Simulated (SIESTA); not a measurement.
The system is InP.

```
In P
1.0
     0.00000    2.93050    2.93050
     2.93050    0.00000    2.93050
     2.93050    2.93050    0.00000
In P
1 1
Direct
  0.00000 0.00000 0.00000
  0.75000 0.75000 0.75000
```

```yaml
Program: SIESTA 5.4.2
Task: single point
Functional: PBE
Potentials_or_basis: PseudoDojo 0.4 standard (PBE files)
Basis: DZP (energy shift 0.002 Ry; radii capped at 9.5 bohr)
Grid_cutoff: 500 Ry
Energy_shift: 0.002 Ry
k_mesh: 8 × 8 × 8
Occupations: fermi-dirac, width 0.05 eV
Spin: no spin polarisation
```

On this cell: pressure 4.0 GPa; largest force zero by symmetry; band gap on the k mesh 0.81 eV, direct.

The same run follows on a disturbed copy (atoms moved at random, drawn with an rms of 0.05 Å):

```
CELL_PARAMETERS angstrom
0.00000 2.93050 2.93050
2.93050 0.00000 2.93050
2.93050 2.93050 0.00000
ATOMIC_POSITIONS crystal
In 0.00765 0.99169 0.98809
P 0.75547 0.74587 0.76518
```

Q: What does the disturbed cell give?

A: The energy moves by +31.5 meV/atom; pressure 4.4 GPa; largest force 1.104 eV/Å; band gap on the k mesh 0.60 eV, direct.

Forces in eV/Å, atoms in the order of the input:
```
In   0.837  0.679  0.238
P   -0.838 -0.679 -0.238
```

Stress tensor (GPa, compression positive):
```
4.23 0.69 2.31
0.69 4.35 2.87
2.31 2.87 4.58
```

Caveats: semicore shells carry a single zeta, which can move pressures by several GPa and volumes by a few percent; spin-orbit coupling is left out, which moves the levels of the heavy elements; the basis of atomic orbitals isn't converged, which shifts pressures, moduli and gaps.

